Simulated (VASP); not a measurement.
**TiS₂ in VASP 6.6.1, single-point calculation**

INCAR

```
ISIF = 2
SIGMA = 0.02
NBANDS = 19
EDIFF = 1E-7
LDAU = .TRUE.
LDAUU = 5.0 0
LWAVE = .FALSE.
LMAXMIX = 4
ENCUT = 520
LCHARG = .FALSE.
LREAL = .FALSE.
NSW = 0
GGA = PE
NELM = 80
LDAUTYPE = 2
IBRION = -1
LDAUL = 2 -1
LDAUJ = 0 0
PREC = Accurate
ISMEAR = -1
LASPH = .TRUE.
```

KPOINTS

```
KPOINTS created by Atomic Simulation Environment
0
Gamma
12 12 4
0 0 0
```

POSCAR

```
Ti S
 1.0000000000000000
     3.2226295366105808    0.0000000000000000    0.0000000000000000
    -1.6113147683052904    2.7908790456908368    0.0000000000000000
     0.0000000000000000    0.0000000000000000    5.4238229475999997
 Ti  S
   1   2
Cartesian
 -0.0000000000000000 -0.0000000000000000 -0.0000000000000000
  0.0000000000000001  1.8605860304605577  1.4592552265498651
  1.6113147683052904  0.9302930152302789  3.9645677210501353
```

The recommended PBE PAW datasets give the neutral cell 24 valence electrons.

Command

```
mpirun -np 1 vasp_std
```

Question: How does this run end, and what does it give?

Answer: It converged. Results: gap between bands v and c on the k mesh -0.38 eV (bands overlap: a metal); least direct gap on the k mesh 0.78 eV; pressure 20.0 GPa; largest force 0.56 eV/Å. Band v is the last that the valence electrons fill when counted band by band, and c is the next.

OSZICAR

```
N       E                     dE             d eps       ncg     rms          rms(c)
DAV:   1     0.218922998042E+03    0.21892E+03   -0.11842E+04  2622   0.131E+03
DAV:   2     0.107724485085E+01   -0.21785E+03   -0.21005E+03  2732   0.350E+02
DAV:   3    -0.193488177581E+02   -0.20426E+02   -0.19887E+02  3685   0.101E+02
DAV:   4    -0.200925891120E+02   -0.74377E+00   -0.74143E+00  3479   0.179E+01
DAV:   5    -0.201163361843E+02   -0.23747E-01   -0.23736E-01  3850   0.302E+00    0.165E+01
DAV:   6    -0.164105706935E+02    0.37058E+01   -0.23350E+01  3273   0.466E+01    0.959E+00
DAV:   7    -0.160691617397E+02    0.34141E+00   -0.67015E+00  3314   0.210E+01    0.611E+00
DAV:   8    -0.161197240204E+02   -0.50562E-01   -0.23109E+00  3309   0.131E+01    0.320E+00
DAV:   9    -0.160293721082E+02    0.90352E-01   -0.12532E+00  3309   0.957E+00    0.107E+00
DAV:  10    -0.160223974884E+02    0.69746E-02   -0.14158E-01  3499   0.301E+00    0.486E-01
DAV:  11    -0.160215434859E+02    0.85400E-03   -0.82103E-03  3117   0.746E-01    0.244E-01
DAV:  12    -0.160210360341E+02    0.50745E-03   -0.14157E-03  3563   0.305E-01    0.110E-01
DAV:  13    -0.160210896657E+02   -0.53632E-04   -0.47112E-04  3020   0.135E-01    0.367E-02
DAV:  14    -0.160210853147E+02    0.43510E-05   -0.22118E-05  2996   0.353E-02    0.149E-02
DAV:  15    -0.160210857737E+02   -0.45898E-06   -0.33124E-06  3366   0.111E-02    0.628E-03
DAV:  16    -0.160210859077E+02   -0.13403E-06   -0.26550E-06  3728   0.116E-02    0.325E-03
DAV:  17    -0.160210858591E+02    0.48649E-07   -0.84419E-08  2066   0.258E-03
   1 F= -.16021086E+02 E0= -.16020773E+02  d E =-.625579E-03
```

For comparison, a separate PBE run of the intended cell, on usual settings and not on those above, gives a gap of -0.86 eV on its mesh and a pressure of 12.5 GPa.
